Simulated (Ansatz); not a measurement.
ZnF2:

```
CELL_PARAMETERS angstrom
4.70480 0.00000 0.00000
0.00000 4.70480 0.00000
0.00000 0.00000 3.13380
ATOMIC_POSITIONS crystal
Zn 0.50000 0.50000 0.50000
Zn 0.00000 0.00000 0.00000
F 0.80240 0.19760 0.50000
F 0.69760 0.69760 0.00000
F 0.19760 0.80240 0.50000
F 0.30240 0.30240 0.00000
```

Base run:

* Program: Ansatz 0.2.0
* Functional: HSE06
* Potentials or basis: Ansatz PAW
* Cutoff: 420 eV
* Density cutoff: 1680 eV
* k mesh: 4 × 4 × 6
* Occupations: fermi-dirac, width 0.05 eV
* Spin: no spin polarisation

Its results: band gap on the k mesh 6.14 eV, direct; largest force 0.063 eV/Å.

Question: After a change of settings the same cell gave: band gap on the k mesh 6.88 eV, direct; largest force 0.064 eV/Å. Which change was it?
A. functional from HSE06 to r2SCAN; cutoff from 420 eV to 500 eV; density cutoff from 1680 eV to 2000 eV; k mesh from 4 × 4 × 6 to 6 × 6 × 9
B. functional from HSE06 to PBEsol; k mesh from 4 × 4 × 6 to 6 × 6 × 9
C. functional from HSE06 to LDA; k mesh from 4 × 4 × 6 to 6 × 6 × 9
D. functional from HSE06 to PBE0

Answer: D.

Caveats: the PAW data sets come from PBE, with cores solved anew for the run's functional, which leaves a small shift of forces and pressure.

Not every run made on this cell is shown here.
